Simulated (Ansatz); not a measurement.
# Si2Mo: response to uniaxial strain along c

The task here is to estimate one member of a computed series from the others.

Program: Ansatz 0.2.0. Level of theory: DFT PBEsol, scalar-relativistic, plane waves, PAW. These are calculated values, not measurements.

2 further runs of the same task are left out: 2 set aside as unsound or not needed.

### The structure to begin with

Symmetry: I4/mmm, No. 139, tetragonal system. The conventional cell has a = 3.190 Å, b = 3.190 Å, c = 7.821 Å, α = 90.00°, β = 90.00°, γ = 90.00°. Around Si (site symmetry 4mm) lie 5 Si at 2.58 to 2.62 Å and 5 Mo at 2.60 to 2.62 Å. Mo (site symmetry 4/mmm) has 10 Si at 2.60 to 2.62 Å as nearest neighbours.

As a file:

```cif
data_structure
_symmetry_space_group_name_H-M 'I4/mmm'
_symmetry_Int_Tables_number 139
_cell_length_a 3.1901
_cell_length_b 3.1901
_cell_length_c 7.8214
_cell_angle_alpha 90.000
_cell_angle_beta 90.000
_cell_angle_gamma 90.000
_cell_volume 79.59
loop_
_atom_site_label
_atom_site_type_symbol
_atom_site_symmetry_multiplicity
_atom_site_Wyckoff_symbol
_atom_site_fract_x
_atom_site_fract_y
_atom_site_fract_z
_atom_site_occupancy
Si1 Si 4 e 0.00000 0.00000 0.33506 1
Mo1 Mo 2 a 0.00000 0.00000 0.00000 1
```

The unstrained cell was computed beforehand with the same settings: E(σ→0) = -12284.5322 eV for 6 atoms, gap none (metal).

Set-up of the first run:

Input file input.yaml:

```yaml
crystal:
  lattice:
    - [3.2020329357, 0.0, 0.0]
    - [0.0, 3.2020329357, 0.0]
    - [0.0, 0.0, 7.7040632447]
  atoms:
    - { symbol: Si, position: [0.0, 0.0, 0.3350596646] }
    - { symbol: Si, position: [0.5, 0.5, 0.1649403354] }
    - { symbol: Si, position: [0.5, 0.5, 0.8350596646] }
    - { symbol: Si, position: [0.0, 0.0, 0.6649403354] }
    - { symbol: Mo, position: [0.0, 0.0, 0.0] }
    - { symbol: Mo, position: [0.5, 0.5, 0.5] }
basis:
  ecutwfc: 420
kpoints:
  mp_grid: { grid: [12, 12, 6] }
hamiltonian:
  xc: pbesol
scf:
  occupations: { method: gaussian, width: 0.1 }
output:
  forces: true
  stress: true
  eigenvalues: true
relax:
  adjacent_minimum: "off"
  f_tol: 0.008
  max_steps: 40
  cell: { stress_tol: 0.015, fix: [c, angles] }
```

Command:

```console
> ansatz run input.yaml --threads 1 --pin off --max-ram 2560MiB --backend cpu --events-out ev --progress --plain --runs-dir out
```

Steps of the session up to this table: The cell strained by -1.5 %; Strain +1.5 %; The cell strained by -3.0 %; At +3.0 %; At -4.5 %; The cell strained by +4.5 %.

One table of the session follows, with a row left open; its other results are not shown here.

Lengths are those of the vectors of the cell that was run; stresses in GPa:

| strain (%) | ΔE (meV/atom) | a (Å) | b (Å) | c (Å) |
| --- | --- | --- | --- | --- |
| -4.5 | 46.5 | 3.217 | 3.217 | 7.469 |
| -3.0 | 19.6 | 3.208 | 3.208 | 7.587 |
| -1.5 | ? | ? | ? | ? |
| +0.0 | 0.0 | 3.190 | 3.190 | 7.821 |
| +1.5 | 4.5 | 3.182 | 3.182 | 7.939 |
| +3.0 | 16.9 | 3.174 | 3.174 | 8.056 |
| +4.5 | 35.9 | 3.165 | 3.165 | 8.173 |

Q: Estimate the row for strain (%) = -1.5 from the others.

Worked estimate for «ΔE (meV/atom)». A straight line through the neighbours (-3.0, 19.6) and (0.0, 0.0) gives 19.6 + (0.0 − 19.6) × (-1.5 + 3.0) / (0.0 + 3.0) = 9.8; a parabola fitted to 4 rows on both sides gives 4.6.

As computed: ΔE (meV/atom): 4.6; a (Å): 3.199; b (Å): 3.199; c (Å): 7.704. In «ΔE (meV/atom)» the line misses by +5.2 and the parabola by 0.0.

ΔE is over the unstrained cell. Stress in GPa, positive in compression, on the Cartesian axes of the input. 
